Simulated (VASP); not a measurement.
# W (Im-3m) in VASP: relaxation of cell and atoms with PBE

Aim: the relaxation of cell and atoms of W with PBE.

Program: VASP 6.6.1. These are calculated values, not measurements. Logs are shortened: lines on timing, memory, paths and dates and some standing lists are left out, and cuts for length are marked.

**1. Starting point**

The structure is cubic, space group Im-3m (No. 229). Conventional cell: a = 3.180 Å, b = 3.180 Å, c = 3.180 Å, α = 90.00°, β = 90.00°, γ = 90.00°. W (site symmetry m-3m) has 8 W at 2.75 Å as nearest neighbours.

The cell was built by a generator and needn't be a form met in nature.

**2. Relaxation of cell and atoms, PBE**

Contents of INCAR:

```
SYSTEM = W
PREC = Accurate
ENCUT = 600
EDIFF = 1E-6
ISMEAR = 1
SIGMA = 0.2
LREAL = .False.
LASPH = .True.
NELM = 60
ALGO = Fast
ISIF = 3
LWAVE = .False.
LCHARG = .False.
GGA = PE
IBRION = 2
NSW = 60
EDIFFG = -0.01
KPAR = 4
```

Contents of KPOINTS:

```
regular mesh
0
Gamma
  20 20 20
  0 0 0
```

Contents of POSCAR:

```
W
1.0
   -1.5900000000      1.5900000000      1.5900000000
    1.5900000000     -1.5900000000      1.5900000000
    1.5900000000      1.5900000000     -1.5900000000
W
1
Direct
    0.0000000000      0.0000000000      0.0000000000
```

Potentials or basis: VASP PAW PBE potentials, release 64 (W_sv).

Command:

```console
> cat potpaw_PBE.64/W_sv/POTCAR > POTCAR
> mpirun -np 4 vasp_std > vasp.out
```

OUTCAR:

```text
SYSTEM = W
   PREC = Accurate
   ENCUT = 600
   EDIFF = 1E-6
   ISMEAR = 1
   LREAL = .False.
   LASPH = .True.
   NELM = 60
   ISIF = 3
   GGA = PE
   IBRION = 2
   NSW = 60
   EDIFFG = -0.01

 ion  position               nearest neighbor table
   1  0.000  0.000  0.000-

  LATTYP: Found a body centered cubic cell.
 ALAT       =     3.1800000000

  Lattice vectors:

 A1 = (  -1.5900000000,   1.5900000000,   1.5900000000)
 A2 = (   1.5900000000,  -1.5900000000,   1.5900000000)
 A3 = (   1.5900000000,   1.5900000000,  -1.5900000000)

Analysis of symmetry for initial positions (statically):
=====================================================================
 Subroutine PRICEL returns:
 Original cell was already a primitive cell.

 Routine SETGRP: Setting up the symmetry group for a
 body centered cubic supercell.

 Subroutine GETGRP returns: Found 48 space group operations
 (whereof 48 operations were pure point group operations)
 out of a pool of 48 trial point group operations.

The static configuration has the point symmetry O_h .

Analysis of symmetry for dynamics (positions and initial velocities):
=====================================================================
 Subroutine PRICEL returns:
 Original cell was already a primitive cell.

 Routine SETGRP: Setting up the symmetry group for a
 body centered cubic supercell.

 Subroutine GETGRP returns: Found 48 space group operations
 (whereof 48 operations were pure point group operations)
 out of a pool of 48 trial point group operations.

The dynamic configuration has the point symmetry O_h .

 Subroutine INISYM returns: Found 48 space group operations
 (whereof 48 operations are pure point group operations),
 and found     1 'primitive' translations

----------------------------------------------------------------------------------------

                                     Primitive cell

  volume of cell :      16.0787

  direct lattice vectors                    reciprocal lattice vectors
    -1.590000000  1.590000000  1.590000000     0.000000000  0.314465409  0.314465409
     1.590000000 -1.590000000  1.590000000     0.314465409  0.000000000  0.314465409
     1.590000000  1.590000000 -1.590000000     0.314465409  0.314465409  0.000000000

  length of vectors
     2.753960784  2.753960784  2.753960784     0.444721246  0.444721246  0.444721246

  position of ions in fractional coordinates (direct lattice)
     0.000000000  0.000000000  0.000000000

  ion indices of the primitive-cell ions
   primitive index   ion index
                 1           1

----------------------------------------------------------------------------------------

 KPOINTS: regular mesh

Automatic generation of k-mesh.
 Grid dimensions read from file:
 generate k-points for:   20   20   20

 Generating k-lattice:

  Cartesian coordinates                     Fractional coordinates (reciprocal lattice)
     0.000000000  0.015723270  0.015723270     0.050000000  0.000000000  0.000000000
     0.015723270  0.000000000  0.015723270     0.000000000  0.050000000  0.000000000
     0.015723270  0.015723270  0.000000000     0.000000000  0.000000000  0.050000000

  Length of vectors
     0.022236062  0.022236062  0.022236062

  Shift w.r.t. Gamma in fractional coordinates (k-lattice)
     0.000000000  0.000000000  0.000000000

 Subroutine IBZKPT returns following result:
 ===========================================

 Found    256 irreducible k-points:

 Following reciprocal coordinates:
            Coordinates               Weight
  0.000000  0.000000  0.000000      1.000000
  0.050000  0.000000  0.000000     12.000000
  0.100000  0.000000  0.000000     12.000000
  0.150000  0.000000  0.000000     12.000000
  0.200000  0.000000  0.000000     12.000000
  0.250000  0.000000  0.000000     12.000000
[... 16 lines left out ...]
  0.200000  0.100000 -0.000000     48.000000
  0.250000  0.100000 -0.000000     48.000000
 [... further k-points ...]
   k-points           NKPTS =    256   k-points in BZ     NKDIM =    256   number of bands    NBANDS=     11
   number of dos      NEDOS =    301   number of ions     NIONS =      1
   total plane-waves  NPLWV =  13824
   dimension x,y,z NGX =    24 NGY =   24 NGZ =   24
   dimension x,y,z NGXF=    48 NGYF=   48 NGZF=   48
   ions per type =               1
   NGX,Y,Z   is equivalent  to a cutoff of  14.49, 14.49, 14.49 a.u.
   NGXF,Y,Z  is equivalent  to a cutoff of  28.98, 28.98, 28.98 a.u.
 SYSTEM =  W
   PREC   = accura    normal or accurate (medium, high low for compatibility)
   ISTART =      0    job   : 0-new  1-cont  2-samecut
   ICHARG =      2    charge: 1-file 2-atom 10-const
   ISPIN  =      1    spin polarized calculation?
   LNONCOLLINEAR =      F non collinear calculations
   LSORBIT =      F    spin-orbit coupling
   LASPH  =      T    aspherical Exc in radial PAW
   ENCUT  =  600.0 eV  44.10 Ry    6.64 a.u.   5.50  5.50  5.50*2*pi/ulx,y,z
   NELM   =     60;   NELMIN=  2; NELMDL= -5     # of ELM steps
   EDIFF  = 0.1E-05   stopping-criterion for ELM
   LREAL  =      F    real-space projection
   EDIFFG = -.1E-01   stopping-criterion for IOM
   NSW    =     60    number of steps for IOM
   IBRION =      2    ionic relax: 0-MD 1-quasi-New 2-CG
   NFREE  =      1    steps in history (QN), initial steepest desc. (CG)
   ISIF   =      3    stress and relaxation
   ISYM   =      2    0-nonsym 1-usesym 2-fastsym
   POTIM  = 0.5000    time-step for ionic-motion
   TEBEG  =    0.0;   TEEND  =   0.0 temperature during run
   PSTRESS=    0.0 pullay stress
   NELECT =      14.0000    total number of electrons
   NUPDOWN=      -1.0000    fix difference up-down
   EMIN   =  10.00;   EMAX   =-10.00  energy-range for DOS
   EFERMI =   0.00;   METHOD = LEGACY
   ISMEAR =     1;   SIGMA  =   0.20  broadening in eV -4-tet -1-fermi 0-gaus
   EFERMI_NEDOS =   21; number of points for ismear=-14 and -15
   IALGO  =     68    algorithm
   IMIX   =      4    mixing-type and parameters
     AMIX     =   0.40;   BMIX     =  1.00
     AMIX_MAG =   1.60;   BMIX_MAG =  1.00
  volume/ion in A,a.u.               =      16.08       108.50
  Fermi-wavevector in a.u.,A,eV,Ry     =   1.563269  2.954150 33.250054  2.443810
  Thomas-Fermi vector in A             =   2.666065
   LORBIT       =      0    0 simple, 1 ext, 2 COOP (PROOUT), +10 PAW based schemes
   GGA     = PE    functional components
   LHFCALC =     F    Hartree Fock is set to
   AEXX    =    0.0000 exact exchange contribution
   IVDW    =     0    specifies the selected vdW correction
   LEPSILON=     F    determine dielectric tensor
   LRPA    =     F    only Hartree local field effects (RPA)
 conjugate gradient relaxation of ions
 non-spin polarized calculation
 RMM-DIIS sequential band-by-band and
 Methfessel and Paxton  Order N= 1 SIGMA  =   0.20
  energy-cutoff  :      600.00
  volume of cell :       16.08
 maximum number of plane-waves:       555
 NGX is ok and might be reduce to    24
   NGX = 11   NGY = 11   NGZ = 11

--------------------------------------- Ionic step        1  -------------------------------------------

 number of electron      14.0000002 magnetization

 Free energy of the ion-electron system (eV)
  ---------------------------------------------------
  ext. energy  EPLUGINS =         0.00000000
  ---------------------------------------------------
  free energy    TOTEN  =       -12.95804732 eV

  energy without entropy =      -12.95959584  energy(sigma->0) =      -12.95856349

------------------------ aborting loop because EDIFF is reached ----------------------------------------

  FORCE on cell =-STRESS in cart. coord.  units (eV):
  Direction    XX          YY          ZZ          XY          YZ          ZX
  --------------------------------------------------------------------------------------
  -------------------------------------------------------------------------------------
  Total        0.1569634      0.1569634      0.1569634     -0.0000000      0.0000000      0.0000000
  in kB       15.6407513     15.6407513     15.6407513     -0.0000000      0.0000000      0.0000000
  external PRESSURE =      15.6407513 kB  Pullay stress =       0.0000000 kB

 VOLUME and BASIS-vectors are now :
 -----------------------------------------------------------------------------
  energy-cutoff  :      600.00
  volume of cell :       16.08
      direct lattice vectors                 reciprocal lattice vectors
    -1.590000000  1.590000000  1.590000000     0.000000000  0.314465409  0.314465409
     1.590000000 -1.590000000  1.590000000     0.314465409  0.000000000  0.314465409
     1.590000000  1.590000000 -1.590000000     0.314465409  0.314465409  0.000000000
[... 36 lines left out ...]
 POSITION                                       TOTAL-FORCE (eV/Angst)
 -----------------------------------------------------------------------------------
      1.60204      1.60204      1.60204        -0.000000      0.000000     -0.000000
 -----------------------------------------------------------------------------------
    total drift:                               -0.000000     -0.000000      0.000000

  FREE ENERGIE OF THE ION-ELECTRON SYSTEM (eV)
  ---------------------------------------------------
  free  energy   TOTEN  =       -12.9536890175 eV

  energy  without entropy=      -12.9550490782  energy(sigma->0) =      -12.95414237

--------------------------------------- Ionic step        3  -------------------------------------------

 number of electron      14.0000002 magnetization

 Free energy of the ion-electron system (eV)
  ---------------------------------------------------
  ext. energy  EPLUGINS =         0.00000000
  ---------------------------------------------------
  free energy    TOTEN  =       -12.95843574 eV

  energy without entropy =      -12.95995289  energy(sigma->0) =      -12.95894146

 E-fermi :  11.2286     XC(G=0): -13.5327

 val. band max:       11.2284746752   @ k =   0.5000   0.5000   0.2000
 cond. band min:      11.2457508605   @ k =  -0.3000   0.3500   0.2000
 fundamental gap:      0.0172761853
 Fermi energy:        11.2286390040

 k-point     1 :       0.0000    0.0000    0.0000
  band No.  band energies     occupation
      1     -63.0477      2.00000
      2     -26.6367      2.00000
      3     -26.6367      2.00000
      4     -26.6367      2.00000
      5       1.6369      2.00000
      6       9.9669      2.00000
      7       9.9669      2.00000
      8       9.9669      2.00000
      9      13.3806     -0.00000
     10      13.3806     -0.00000
     11      25.6405      0.00000

 k-point     2 :       0.0500    0.0000    0.0000
  band No.  band energies     occupation
      1     -63.0447      2.00000
      2     -26.6686      2.00000
      3     -26.6467      2.00000
      4     -26.6368      2.00000
      5       1.7557      2.00000
      6       9.8945      2.00000
      7       9.9513      2.00000
      8      10.0809      2.00000
      9      13.2630     -0.00000
     10      13.3813     -0.00000
     11      25.8215      0.00000
[... 295 lines left out ...]
 k-point    24 :       0.2500    0.1000   -0.0000
  band No.  band energies     occupation
      1     -62.9623      2.00000
      2     -27.4599      2.00000
      3     -26.9105      2.00000
      4     -26.6831      2.00000
      5       4.9137      2.00000
      6       8.3768      2.00000
      7       9.0697      2.00000
      8      12.6535     -0.00000
      9      13.9676     -0.00000
     10      14.2595     -0.00000
     11      25.0006      0.00000

 [... further k-points ...]

------------------------ aborting loop because EDIFF is reached ----------------------------------------

  FORCE on cell =-STRESS in cart. coord.  units (eV):
  Direction    XX          YY          ZZ          XY          YZ          ZX
  --------------------------------------------------------------------------------------
  -------------------------------------------------------------------------------------
  Total        0.0025335      0.0025335      0.0025335     -0.0000000      0.0000000      0.0000000
  in kB        0.2511941      0.2511941      0.2511941     -0.0000000      0.0000000      0.0000000
  external PRESSURE =       0.2511941 kB  Pullay stress =       0.0000000 kB

 VOLUME and BASIS-vectors are now :
 -----------------------------------------------------------------------------
  energy-cutoff  :      600.00
  volume of cell :       16.16
      direct lattice vectors                 reciprocal lattice vectors
    -1.592661254  1.592661254  1.592661254     0.000000000  0.313939954  0.313939954
     1.592661254 -1.592661254  1.592661254     0.313939954  0.000000000  0.313939954
     1.592661254  1.592661254 -1.592661254     0.313939954  0.313939954  0.000000000

 POSITION                                       TOTAL-FORCE (eV/Angst)
 -----------------------------------------------------------------------------------
      0.00000      0.00000      0.00000        -0.000000      0.000000     -0.000000
 -----------------------------------------------------------------------------------
    total drift:                                0.000000      0.000000      0.000000

  FREE ENERGIE OF THE ION-ELECTRON SYSTEM (eV)
  ---------------------------------------------------
  free  energy   TOTEN  =       -12.9584357431 eV

  energy  without entropy=      -12.9599528857  energy(sigma->0) =      -12.95894146

 reached required accuracy - stopping structural energy minimisation
```

Wall time 22 s (4 MPI ranks of Intel Xeon 6975P-C (Granite Rapids), shared host); peak memory 0.17 GiB.

Results:

```
Free energy                            : -12.9584 eV
Relaxed volume                         : 16.16 Å³/atom
Relaxed cell                           : a = 2.759 Å, b = 2.759 Å, c = 2.759 Å, α = 109.47°, β = 109.47°, γ = 109.47°
Space group after relaxing (to 0.05 Å) : Im-3m (No. 229)
Energy gained by relaxing              : 0.4 meV/atom
Ionic steps                            : 3
Pressure after relaxing                : 0.0 GPa
Band gap on the k mesh                 : none (metal or under the smearing width)
```

Step by step:
```tsv
step	energy change (eV)	largest force (eV/Å)	pressure (GPa)	volume (Å³)
1	0.0000	0.0000	1.56	16.08
2	0.0044	0.0000	-5.18	16.45
3	-0.0004	0.0000	0.03	16.16
```

Final structure:
```yaml
crystal:
  lattice:
    - [-1.59266, 1.59266, 1.59266]
    - [1.59266, -1.59266, 1.59266]
    - [1.59266, 1.59266, -1.59266]
  atoms:
    - { symbol: W, position: [0.00000, 0.00000, 0.00000] }
```

Spin-orbit coupling is left out, which matters for the levels of W.
